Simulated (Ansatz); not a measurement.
## Te2Mo in Ansatz: the effect of Hubbard term

Te2Mo:

```
CELL_PARAMETERS angstrom
6.33000 0.00000 0.00000
0.00000 3.46900 0.00000
-0.94679 0.00000 13.82762
ATOMIC_POSITIONS crystal
Te 0.94370 0.75000 0.60450
Te 0.05630 0.25000 0.39550
Te 0.90300 0.25000 0.85140
Te 0.09700 0.75000 0.14860
Te 0.41120 0.75000 0.89550
Te 0.58880 0.25000 0.10450
Te 0.44320 0.25000 0.64840
Te 0.55680 0.75000 0.35160
Mo 0.81670 0.75000 0.99260
Mo 0.18330 0.25000 0.00740
Mo 0.68190 0.25000 0.49340
Mo 0.31810 0.75000 0.50660
```

Alike in all runs:

| Item | Value |
| --- | --- |
| Program | Ansatz 0.2.0 |
| Task | density of states |
| Functional | LDA |
| Potentials or basis | Ansatz PAW |
| Cutoff | 420 eV (not typed: the program's choice for these potentials) |
| k mesh | 3 × 6 × 2 |
| Occupations | fermi-dirac, width 0.05 eV |
| Spin | no spin polarisation |
| Hubbard projectors | ortho-atomic (the default) |
| Double counting | fll (the default) |

| Hubbard term | pressure (GPa) | largest force (eV/Å) |
| --- | --- | --- |
| Mo d U = 3 eV | -3.3 | 0.55 |
| Mo d U = 4 eV | ? | ? |
| Mo d U = 5 eV | -2.9 | 0.59 |
| Mo d U = 6 eV | -2.1 | 0.47 |
| Mo d U = 8 eV | 0.7 | 0.70 |

Problem. What does the run with Hubbard term Mo d U = 4 eV give?

Solution. Pressure -3.2 GPa; largest force 0.58 eV/Å.

Worked out: A parabola through the other rows of the pressure, of slope 0.2 GPa per eV there, gives -3.3 GPa, against the run's -3.2. The largest force follows no smooth curve through the other rows.

Caveats: U without spin polarisation on a metal has little footing; the PAW data sets come from PBE, with cores solved anew for the run's functional, which leaves a small shift of forces and pressure; the U is typed as a test and isn't derived for this compound; the density of states is complete only up to the lowest level of the last band computed.
